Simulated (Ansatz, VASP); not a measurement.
Two plane-wave programs on LiF

File INCAR:

```
  PREC = Accurate
  ENCUT = 520
  EDIFF = 1E-6
  ISMEAR = 0
  SIGMA = 0.05
  LREAL = False
  LASPH = True
  NELM = 100
  ALGO = Fast
  ISIF = 2
  LWAVE = False
  LCHARG = False
  NBANDS = 18
```

Contents of KPOINTS:

```
regular mesh
0
Gamma
  9 9 6
```

The input POSCAR:

```
LiF
1.0
    2.9691116230      0.0000000000      0.0000000000
   -1.4845558115      2.5713260922      0.0000000000
    0.0000000000      0.0000000000      4.6631048329
Li F
2 2
Direct
    0.3333333333      0.6666666667      0.3811542600
    0.6666666667      0.3333333333      0.8811542600
    0.3333333333      0.6666666667      0.9938437400
    0.6666666667      0.3333333333      0.4938437400
```

Input for Ansatz:

```yaml
crystal:
  lattice:
    - [2.969111623, 0.0, 0.0]
    - [-1.4845558115, 2.5713260922, 0.0]
    - [0.0, 0.0, 4.6631048329]
  atoms:
    - { symbol: Li, position: [0.3333333333, 0.6666666667, 0.38115426] }
    - { symbol: Li, position: [0.6666666667, 0.3333333333, 0.88115426] }
    - { symbol: F, position: [0.3333333333, 0.6666666667, 0.99384374] }
    - { symbol: F, position: [0.6666666667, 0.3333333333, 0.49384374] }
basis:
  ecutwfc: 420
kpoints:
  mp_grid: { grid: [9, 9, 6] }
hamiltonian:
  xc: lda
scf:
  occupations: { method: gaussian, width: 0.05 }
output:
  forces: true
  stress: true
  eigenvalues: true
```

Change from the starting cell: strain -0.030 along x and y, -0.030 along z, atoms carried along.

Alike in both runs: task single point; functional LDA; k mesh 9 × 9 × 6; occupations gaussian, width 0.05 eV; no spin polarisation.

```csv
,VASP,Ansatz
version,VASP 6.6.1,Ansatz 0.2.0
potentials or method,"VASP PAW LDA potentials, release 64 (Li_sv, F)","scalar-relativistic, plane waves, PAW"
plane-wave cutoff (eV),520,420
valence electrons in the cell,20,20
```

|  | VASP | Ansatz | Ansatz less VASP |
| --- | --- | --- | --- |
| gap on the k mesh at the Fermi level (eV) | 8.10 | 8.12 | +0.017 |
| least direct gap on the mesh (eV) | 8.10 | 8.12 | +0.017 |

Caveats: an odd mesh through Γ misses points on the zone boundary, where band edges often lie.
